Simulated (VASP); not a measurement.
Write the native input for VASP 6.6.1 that does the following.

```yaml
Task: relaxation of cell and atoms
Functional: PBEsol
Potentials_or_basis: VASP PAW PBE potentials, release 64 (Cd, Te)
Cutoff: 600 eV
k_mesh: 8 × 8 × 8
Occupations: gaussian, width 0.03 eV
Spin: no spin polarisation
Further_INCAR_settings: ALGO = Normal; EDIFF = 1e-07; IBRION = 2; EDIFFG = -0.005; NSW = 90; ISIF = 3
```

The structure of CdTe lies in POSCAR:

```
CdTe                                    
1.0
    0.0000000000      3.2477981882      3.2477981882
    3.2477981882      0.0000000000      3.2477981882
    3.2477981882      3.2477981882      0.0000000000
  Cd              Te            
     1     1
Direct
     0.0000000000000000    0.0000000000000000    0.0000000000000000
     0.2500000000000000    0.2500000000000000    0.2500000000000000
```

One way to write it, as run:

INCAR

```
SYSTEM = CdTe
ALGO     = Normal         ! electronic algorithm
EDIFF    = 1E-7           ! SCF threshold, eV
EDIFFG   = -0.005         ! ionic threshold
ENCUT    = 600            ! plane-wave cutoff, eV
GGA      = PS             ! functional
IBRION   = 2              ! ionic algorithm
ISIF     = 3              ! what is computed and relaxed
ISMEAR   = 0              ! smearing method
LASPH    = .TRUE.         ! aspherical terms in the spheres
LCHARG   = .FALSE.        ! write CHGCAR
LREAL    = .FALSE.        ! projectors in reciprocal space
LWAVE    = .FALSE.        ! write WAVECAR
NELM     = 80             ! most SCF steps
NSW      = 90             ! ionic steps
PREC     = Accurate       ! precision mode
SIGMA    = 0.03           ! smearing width, eV
```

KPOINTS

```
k-points
0
G
  8 8 8
  0 0 0
```

Potentials or basis: VASP PAW PBE potentials, release 64 (Cd, Te).

Command:

```console
$ cat potpaw_PBE.64/Cd/POTCAR potpaw_PBE.64/Te/POTCAR > POTCAR
$ mpirun -np 1 vasp_std > vasp.out
```

It gave:

```json
{
 "Pressure after relaxing": "0.0 GPa",
 "Band gap on the k mesh": "0.64 eV, direct"
}
```

Caveat: the relaxation stopped at its first step, so nothing moved; the PAW data sets were made with another functional, which shifts forces and pressure a little; spin-orbit coupling is left out, which moves the levels of the heavy elements.

Run time: 16 s on 1 thread of Intel(R) Xeon(R) 6975P-C (Granite Rapids), on a shared host, peak memory 0.25 GiB.
